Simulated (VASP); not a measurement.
**KBr in VASP: one cell, several levels of theory, part 1 of 2**

Aim: gap, levels, forces and stress of zincblende KBr, under -2.0 % biaxial strain in x and y, free along z at fixed geometry. Runs: PBE, r2SCAN. The results are then set beside those of Ansatz 0.2.0 for the same cell. This is a trial cell built on a prototype, not taken from a measured structure, and it needn't be the compound's ground state.

The runs shown are made with VASP 6.6.1. PAW datasets, plane waves. The structure was generated, not taken from experiment, and needn't be the ground state; spin polarisation is off.

### Step 1. The structure to begin with

The cell comes from an earlier relaxation with r2SCAN in another program, then strained, with the atoms relaxed again.

It is tetragonal, I-4m2 (No. 119); conventional cell a = 5.112 Å, c = 7.646 Å, 49.95 Å³ an atom. K has 4 Br at 3.19 Å; Br has 4 K at 3.19 Å.

As a file:

```xyz
2
Lattice="0.0000 3.6145 3.8232 3.6145 0.0000 3.8232 3.6145 3.6145 0.0000" Properties=species:S:1:pos:R:3 pbc="T T T"
K     0.0000    0.0000    0.0000
Br    1.8073    1.8073    1.9116
```

### Step 2. Single point with PBE

Input file INCAR:

```
ENCUT = 520.000000
SIGMA = 0.020000
EDIFF = 1.00e-07
GGA = PE
PREC = Accurate
IBRION = -1
ISIF = 2
ISMEAR = -1
NBANDS = 15
NELM = 120
NSW = 0
LASPH = .TRUE.
LCHARG = .FALSE.
LWAVE = .FALSE.
LREAL = .FALSE.
```

Input file KPOINTS:

```
KPOINTS created by Atomic Simulation Environment
0
Gamma
6 6 6
0 0 0
```

Input file KPOINTS_OPT:

```
special points
7
Reciprocal
0.0000000000 0.0000000000 0.0000000000 1
-0.5000000000 -0.5000000000 0.0000000000 1
-0.3750000000 -0.3750000000 0.2500000000 1
-0.3750000000 0.0000000000 0.3750000000 1
0.0000000000 0.0000000000 0.5000000000 1
-0.5000000000 -0.2500000000 0.2500000000 1
0.2708330000 0.2708330000 -0.4375000000 1
```

Input file POSCAR:

```
K  Br
 1.0000000000000000
     0.0000000000000000    3.6145333083000000    3.8232348650999999
     3.6145333083000000    0.0000000000000000    3.8232348650999999
     3.6145333083000000    3.6145333083000000    0.0000000000000000
 K   Br
   1   1
Cartesian
  0.0000000000000000  0.0000000000000000  0.0000000000000000
  1.8072666541500000  1.8072666541500000  1.9116174325499999
```

The run uses the recommended PBE PAW datasets (16 valence electrons a neutral cell).

Started as:

```sh
$ mpirun -np 1 vasp_std
```

Standard output, without the iteration lines:

```text
POSCAR found type information on POSCAR K Br
 POSCAR found :  2 types and       2 ions
 LDA part: xc-table for (Slater+PW92), standard interpolation
 POSCAR, INCAR and KPOINTS ok, starting setup
 FFT: planning ... GRIDC
 FFT: planning ... GRID_SOFT
 FFT: planning ... GRID
 WAVECAR not read
 entering main loop
 Start KPOINTS_OPT (optional k-point list driver)
k-point batch [1-7\7]
```

OSZICAR:

```text
N       E                     dE             d eps       ncg     rms          rms(c)
DAV:   1     0.990252273491E+02    0.99025E+02   -0.64498E+03   900   0.892E+02
DAV:   2     0.150275587600E+01   -0.97522E+02   -0.90949E+02  1180   0.214E+02
DAV:   3    -0.602963535685E+01   -0.75324E+01   -0.74985E+01  1250   0.529E+01
DAV:   4    -0.635292801177E+01   -0.32329E+00   -0.32317E+00  1519   0.978E+00
DAV:   5    -0.635440098539E+01   -0.14730E-02   -0.14730E-02  1243   0.716E-01    0.318E+00
DAV:   6    -0.604395276947E+01    0.31045E+00   -0.40774E-01  1173   0.267E+00    0.224E+00
DAV:   7    -0.600873850187E+01    0.35214E-01   -0.20580E-01  1243   0.212E+00    0.110E+00
DAV:   8    -0.602957774306E+01   -0.20839E-01   -0.24921E-02  1192   0.102E+00    0.199E-01
DAV:   9    -0.603145297705E+01   -0.18752E-02   -0.11989E-03  1124   0.195E-01    0.134E-01
DAV:  10    -0.603356658850E+01   -0.21136E-02   -0.17790E-03   935   0.226E-01    0.341E-02
DAV:  11    -0.603360048164E+01   -0.33893E-04   -0.96262E-05  1126   0.648E-02    0.990E-03
DAV:  12    -0.603361564935E+01   -0.15168E-04   -0.18397E-05   949   0.317E-02    0.626E-03
DAV:  13    -0.603361600838E+01   -0.35903E-06   -0.13736E-06  1266   0.667E-03    0.138E-03
DAV:  14    -0.603361611360E+01   -0.10521E-06   -0.21817E-07   927   0.301E-03    0.706E-04
DAV:  15    -0.603361615810E+01   -0.44508E-07   -0.10053E-08   940   0.780E-04
   1 F= -.60336162E+01 E0= -.60336162E+01  d E =-.596042E-11
       N       E                     dE             ncg
DAV:   1     0.698363794274E+02   -0.30997E+04      210
DAV:   2    -0.569657329779E+03   -0.63949E+03      252
DAV:   3    -0.618132592299E+03   -0.48475E+02      301
DAV:   4    -0.620857896024E+03   -0.27253E+01      346
DAV:   5    -0.620873174182E+03   -0.15278E-01      294
DAV:   6    -0.620873531122E+03   -0.35694E-03      292
DAV:   7    -0.620873534560E+03   -0.34386E-05      317
DAV:   8    -0.620873534639E+03   -0.78476E-07      258
```

The lines after F= are the extra pass for the points of KPOINTS_OPT, at fixed density; their E is not a total energy.

From OUTCAR:

```text
k-points           NKPTS =     30   k-points in BZ     NKDIM =     30   number of bands    NBANDS=     15

   NELECT =      16.0000    total number of electrons

   dimension x,y,z NGX =    40 NGY =   40 NGZ =   40
   dimension x,y,z NGXF=    80 NGYF=   80 NGZF=   80

  energy-cutoff  :      520.00
  volume of cell :       99.90
      direct lattice vectors                 reciprocal lattice vectors
     0.000000000  3.614533308  3.823234865    -0.138330445  0.138330445  0.130779305
     3.614533308  0.000000000  3.823234865     0.138330445 -0.138330445  0.130779305
     3.614533308  3.614533308  0.000000000     0.138330445  0.138330445 -0.130779305

 k-points in reciprocal lattice and weights: KPOINTS created by Atomic Simulation Env
   0.00000000  0.00000000  0.00000000       0.005
   0.16666667  0.00000000  0.00000000       0.037
   0.33333333  0.00000000  0.00000000       0.037
   0.50000000  0.00000000  0.00000000       0.019
   0.16666667  0.16666667  0.00000000       0.009
   0.33333333  0.16666667  0.00000000       0.037
   0.50000000  0.16666667  0.00000000       0.037
  -0.33333333  0.16666667  0.00000000       0.037
[... 22 more k-points ...]

 E-fermi :  -2.5954

 k-point     1 :       0.0000    0.0000    0.0000
  band No.  band energies     occupation
      1     -30.9011      2.00000
      2     -14.9954      2.00000
      3     -14.4012      2.00000
      4     -14.4012      2.00000
      5     -14.3941      2.00000
      6      -3.1541      2.00000
      7      -3.1224      2.00000
      8      -3.1224      2.00000
      9       1.1648      0.00000
     10       5.3080      0.00000
     11       5.6889      0.00000
     12       6.3503      0.00000
     13       6.5664      0.00000
     14       6.5664      0.00000
     15       7.0280      0.00000

 k-point     2 :       0.1667    0.0000    0.0000
  band No.  band energies     occupation
      1     -30.9007      2.00000
      2     -15.0560      2.00000
      3     -14.4025      2.00000
      4     -14.3988      2.00000
      5     -14.3314      2.00000
      6      -3.2525      2.00000
      7      -3.1430      2.00000
      8      -3.1143      2.00000
      9       1.5968      0.00000
     10       5.1057      0.00000
     11       5.3882      0.00000
     12       6.1288      0.00000
     13       6.4820      0.00000
     14       6.9316      0.00000
     15       6.9859      0.00000

 k-point     3 :       0.3333    0.0000    0.0000
  band No.  band energies     occupation
      1     -30.9000      2.00000
      2     -15.1512      2.00000
      3     -14.4052      2.00000
      4     -14.4027      2.00000
      5     -14.2240      2.00000
      6      -3.4397      2.00000
      7      -3.1468      2.00000
      8      -3.0989      2.00000
      9       2.5640      0.00000
     10       4.8081      0.00000
     11       5.0136      0.00000
     12       5.1991      0.00000
     13       6.4962      0.00000
     14       6.6533      0.00000
     15       6.7539      0.00000

 k-point     4 :       0.5000    0.0000    0.0000
  band No.  band energies     occupation
      1     -30.8996      2.00000
      2     -15.1909      2.00000
      3     -14.4065      2.00000
      4     -14.4046      2.00000
      5     -14.1782      2.00000
      6      -3.5160      2.00000
      7      -3.1486      2.00000
      8      -3.0915      2.00000
      9       3.4144      0.00000
     10       3.8731      0.00000
     11       4.9951      0.00000
     12       5.2034      0.00000
     13       6.4017      0.00000
     14       6.5845      0.00000
     15       7.0414      0.00000

 k-point     5 :       0.1667    0.1667    0.0000
  band No.  band energies     occupation
      1     -30.9006      2.00000
      2     -15.0789      2.00000
      3     -14.4046      2.00000
      4     -14.4046      2.00000
      5     -14.2982      2.00000
      6      -3.2895      2.00000
      7      -3.1180      2.00000
      8      -3.1180      2.00000
      9       1.6996      0.00000
     10       4.5074      0.00000
     11       5.8878      0.00000
     12       6.1919      0.00000
     13       6.7761      0.00000
     14       6.7761      0.00000
     15       6.9760      0.00000

 k-point     6 :       0.3333    0.1667    0.0000
  band No.  band energies     occupation
      1     -30.9001      2.00000
      2     -15.1569      2.00000
      3     -14.4085      2.00000
      4     -14.4076      2.00000
      5     -14.2076      2.00000
      6      -3.4117      2.00000
      7      -3.1464      2.00000
      8      -3.1079      2.00000
      9       2.4487      0.00000
     10       4.1912      0.00000
     11       5.3770      0.00000
     12       5.7793      0.00000
     13       6.6292      0.00000
     14       6.6932      0.00000
     15       6.9671      0.00000

 k-point     7 :       0.5000    0.1667    0.0000
  band No.  band energies     occupation
      1     -30.8995      2.00000
      2     -15.2057      2.00000
      3     -14.4135      2.00000
      4     -14.4086      2.00000
      5     -14.1500      2.00000
      6      -3.4723      2.00000
      7      -3.2058      2.00000
      8      -3.0945      2.00000
      9       3.3506      0.00000
     10       3.9061      0.00000
     11       4.8922      0.00000
     12       5.4259      0.00000
     13       6.5312      0.00000
     14       6.8438      0.00000
     15       7.0081      0.00000

 k-point     8 :      -0.3333    0.1667    0.0000
  band No.  band energies     occupation
      1     -30.8996      2.00000
      2     -15.1894      2.00000
      3     -14.4128      2.00000
      4     -14.4065      2.00000
      5     -14.1715      2.00000
      6      -3.4511      2.00000
      7      -3.2224      2.00000
      8      -3.0905      2.00000
      9       3.1671      0.00000
     10       4.2814      0.00000
     11       4.9714      0.00000
     12       5.0545      0.00000
     13       6.6882      0.00000
     14       6.8158      0.00000
     15       6.8780      0.00000

 k-point     9 :      -0.1667    0.1667    0.0000
  band No.  band energies     occupation
      1     -30.9002      2.00000
      2     -15.1194      2.00000
      3     -14.4045      2.00000
      4     -14.4035      2.00000
      5     -14.2582      2.00000
      6      -3.3613      2.00000
      7      -3.1811      2.00000
      8      -3.1002      2.00000
      9       2.2342      0.00000
     10       5.0053      0.00000
     11       5.0236      0.00000
     12       5.6155      0.00000
     13       6.4641      0.00000
     14       6.7646      0.00000
     15       7.1028      0.00000

 k-point    10 :       0.3333    0.3333    0.0000
  band No.  band energies     occupation
      1     -30.8998      2.00000
      2     -15.2018      2.00000
      3     -14.4114      2.00000
      4     -14.4114      2.00000
      5     -14.1506      2.00000
      6      -3.5001      2.00000
      7      -3.1082      2.00000
      8      -3.1082      2.00000
      9       2.7427      0.00000
     10       3.8900      0.00000
     11       5.2149      0.00000
     12       6.4088      0.00000
     13       6.5350      0.00000
     14       6.5350      0.00000
     15       7.3295      0.00000

 k-point    11 :       0.5000    0.3333    0.0000
  band No.  band energies     occupation
      1     -30.8994      2.00000
      2     -15.2360      2.00000
      3     -14.4174      2.00000
      4     -14.4128      2.00000
      5     -14.1063      2.00000
      6      -3.5182      2.00000
      7      -3.1708      2.00000
      8      -3.1001      2.00000
      9       3.0559      0.00000
     10       4.0042      0.00000
     11       5.2063      0.00000
     12       5.9670      0.00000
     13       6.5703      0.00000
     14       6.7811      0.00000
     15       6.8470      0.00000

 k-point    12 :      -0.3333    0.3333    0.0000
  band No.  band energies     occupation
      1     -30.8993      2.00000
      2     -15.2295      2.00000
      3     -14.4218      2.00000
      4     -14.4103      2.00000
      5     -14.1135      2.00000
      6      -3.4139      2.00000
      7      -3.3111      2.00000
      8      -3.0915      2.00000
      9       3.3679      0.00000
     10       4.0817      0.00000
     11       5.0211      0.00000
     12       5.3686      0.00000
     13       6.5215      0.00000
     14       6.9488      0.00000
     15       7.0925      0.00000

[... the tables of k-points 13 to 30 left out ...]

  Total        0.1992848      0.1992848      0.1745888      0.0000000      0.0000000      0.0000000
  in kB        3.1960929      3.1960929      2.8000229      0.0000000      0.0000000      0.0000000
  external PRESSURE =       3.0640696 kB  Pullay stress =       0.0000000 kB

 POSITION                                       TOTAL-FORCE (eV/Angst)
 -----------------------------------------------------------------------------------
      0.00000      0.00000      0.00000         0.000000      0.000000      0.000000
      1.80727      1.80727      1.91162        -0.000000     -0.000000     -0.000000
 -----------------------------------------------------------------------------------
    total drift:                               -0.000000     -0.000000     -0.000000

  FREE ENERGIE OF THE ION-ELECTRON SYSTEM (eV)
  ---------------------------------------------------
  free  energy   TOTEN  =        -6.0336161581 eV

  energy  without entropy=       -6.0336161581  energy(sigma->0) =       -6.03361616
```

Hardware: 1 MPI rank of Intel Xeon Platinum 8488C, shared host.

The levels at the points of KPOINTS_OPT are read from vasprun.xml.

Near the gap, in eV above the top of the last filled band v; c is the band after it:

| point | v−1 | v | c | c+1 |
| --- | --- | --- | --- | --- |
| Γ | -0.03 | -0.03 | 4.25 | 8.40 |
| X | -0.01 | -0.01 | 5.99 | 7.14 |
| U | -0.16 | -0.01 | 6.29 | 7.15 |
| K | -0.18 | -0.06 | 6.30 | 7.15 |
| L | -0.06 | 0.00 | 6.50 | 6.96 |
| W | -0.23 | -0.05 | 6.32 | 7.15 |

The PBE gap is 4.25 eV and indirect ((0.27, 0.27, -0.44) to Γ), with 4.29 eV as the least direct one. Pressure: 0.31 GPa; the forces vanish within 0.01 eV/Å.

(Continued in part 2 of 2.)
